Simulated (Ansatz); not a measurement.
# CoO: stress in a strained cell

CoO is deformed so: equal xy, yz and zx engineering shear strains of +1 %. What stress and forces result, by LAPW, PAW and all-electron datasets made for the crystal?

Method: DFT PBEsol, scalar-relativistic, in Ansatz 0.2.0.

## (1) Starting point

The structure is cubic, space group Fm-3m (No. 225). The conventional cell has a = 4.263 Å, b = 4.263 Å, c = 4.263 Å, α = 90.00°, β = 90.00°, γ = 90.00°. Around Co (site symmetry m-3m) lie 6 O at 2.13 Å. O (site symmetry m-3m) has 6 Co at 2.13 Å as nearest neighbours.

As a file:

```xyz
2
Lattice="0.0000 2.1315 2.1315 2.1315 0.0000 2.1315 2.1315 2.1315 0.0000" Properties=species:S:1:pos:R:3 pbc="T T T"
Co    0.0000    0.0000    0.0000
O     2.1315    2.1315    2.1315
```

Atoms are numbered in the order of the input: Co1, O2.

## (2) After the deformation

Space group Fm-3m before, R-3m after.

## (3) LAPW, all electrons

File input.yaml:

```yaml
crystal:
  lattice:
    - [0.021315, 2.1421575, 2.1421575]
    - [2.1421575, 0.021315, 2.1421575]
    - [2.1421575, 2.1421575, 0.021315]
  atoms:
    - { symbol: Co, position: [0.0, 0.0, 0.0], spin: 2.0 }
    - { symbol: O, position: [0.5, 0.5, 0.5] }
magnetization:
  spin_polarized: true
kpoints:
  mp_grid: { grid: [16, 16, 16] }
  band_path:
    path:
      - [0.0, 0.0, 0.0]
      - [0.5, 0.5, 0.5]
      - [0.247543133, 0.5, 0.752456867]
      - [-0.247543133, 0.247543133, 0.5]
      - [0.0, 0.0, 0.5]
      - [0.0, 0.0, 0.0]
      - [-0.3737715665, 0.0, 0.3737715665]
      - [0.0, 0.3737715665, 0.6262284335]
      - [0.0, 0.5, 0.5]
    npoints: 5
scf:
  occupations: { method: fermi_dirac, width: 0.05 }
hamiltonian:
  xc: pbesol
  pseudopotentials: { kind: all_electron, lapw: { basis_error: 0.0005 } }
output:
  forces: true
  stress: true
  eigenvalues: true
```

Started as:

```sh
ansatz run input.yaml --threads 1 --pin off --max-ram 3072MiB --backend cpu --events-out ev --progress --plain --runs-dir out
```

## (4) PAW with frozen cores

File input.yaml:

```yaml
crystal:
  lattice:
    - [0.021315, 2.1421575, 2.1421575]
    - [2.1421575, 0.021315, 2.1421575]
    - [2.1421575, 2.1421575, 0.021315]
  atoms:
    - { symbol: Co, position: [0.0, 0.0, 0.0], spin: 2.0 }
    - { symbol: O, position: [0.5, 0.5, 0.5] }
magnetization:
  spin_polarized: true
kpoints:
  mp_grid: { grid: [16, 16, 16] }
scf:
  occupations: { method: fermi_dirac, width: 0.05 }
hamiltonian:
  xc: pbesol
  pseudopotentials: { kind: paw }
output:
  forces: true
  stress: true
  eigenvalues: true
  efg: { contact_densities: true }
```

## (5) Datasets made for this crystal

input.yaml: that of step 4 with these lines changed.

```diff
@@ -16,3 +16,3 @@
   xc: pbesol
-  pseudopotentials: { kind: paw }
+  pseudopotentials: { kind: all_electron, datasets: crystal }
 output:
```

(Steps that only read results are left out.)

What does the calculation give? Wanted: pressure; largest shear or deviatoric stress.

**Answer**, as computed:

| quantity | value |
| --- | --- |
| pressure | LAPW -10.78, PAW -10.75, crystal datasets -10.79 GPa |
| largest shear or deviatoric stress (LAPW) | 0.21 GPa |

In words: The largest part of the stress beyond the pressure is 0.21 GPa in size; the atoms are carried along and not relaxed. No run of the undeformed cell stands beside it, so the pressure holds what the given cell had before the change. PAW: stress within 0.04 GPa of LAPW. Crystal datasets: stress within 0.01 GPa of LAPW. The magnetic state is the one reached from the start moments in this cell; it needn't be the ground state. With one magnetic atom in the cell only ferromagnetic order fits; the real order can differ. No U acts on the open 3d shell, so the metal found here may be the functional's error.
